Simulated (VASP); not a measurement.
Crystal: HfO2.

```
Hf O
1.0
     0.00000    2.55750    2.55750
     2.55750    0.00000    2.55750
     2.55750    2.55750    0.00000
Hf O
1 2
Direct
  0.00000 0.00000 0.00000
  0.75000 0.75000 0.75000
  0.25000 0.25000 0.25000
```

Measurements of this composition are mostly on another form, of space group No. 14.

Base run:

```yaml
Program: VASP 6.6.1
Functional: HSE03
Potentials_or_basis: VASP PAW PBE potentials, release 64 (Hf_pv, O)
Cutoff: 520 eV
k_mesh: 6 × 6 × 6
Occupations: gaussian, width 0.02 eV
Spin: no spin polarisation
```

Its results: band gap on the k mesh 5.00 eV, direct; pressure -13.0 GPa.

**Question.** The run is repeated on the same cell with these changes: functional from HSE03 to r2SCAN-EpsX. What comes out?

**Answer.** Band gap on the k mesh 5.82 eV, direct; pressure -15.5 GPa.

Caveats: spin-orbit coupling is left out, which moves the levels of the heavy elements; the PAW data sets were made with another functional, which shifts forces and pressure a little (some runs); so large a pressure means that the cell lies far from this level's equilibrium, or that cutoff or potentials fall short (some runs); the potentials were made for another functional, which shifts forces and pressure (some runs).

Not every run made on this cell is shown here.
